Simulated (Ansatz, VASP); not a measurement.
AlN: VASP beside Ansatz

```
Al N
1.0
     0.00000    1.82418    1.82418
     1.82418    0.00000    1.82418
     1.82418    1.82418    0.00000
Al N
1 1
Direct
  0.00000 0.00000 0.00000
  0.50000 0.50000 0.50000
```

Change from the starting cell: volume scaled by 0.72, PAW files.

Alike in both runs: task single point; functional PBE; k mesh 17 × 17 × 17; occupations fermi-dirac, width 0.05 eV; no spin polarisation.

```csv
,VASP,Ansatz
version,VASP 6.6.1,Ansatz 0.2.0
potentials or method,"VASP PAW PBE potentials, release 64 (Al, N)","PAW with Ansatz's default frozen-core files, scalar-relativistic"
plane-wave cutoff (eV),520,420
valence electrons in the cell,8,8
```

```tsv
	VASP	Ansatz	Ansatz less VASP
gap on the k mesh at the Fermi level (eV)	4.58	4.59	+0.005
pressure (GPa)	157.4	156.7	-0.66
```

Caveats: the cell as given lies far from equilibrium; so large a pressure means that the cell lies far from this level's equilibrium, or that cutoff or potentials fall short (VASP); an odd mesh through Γ misses points on the zone boundary, where band edges often lie.
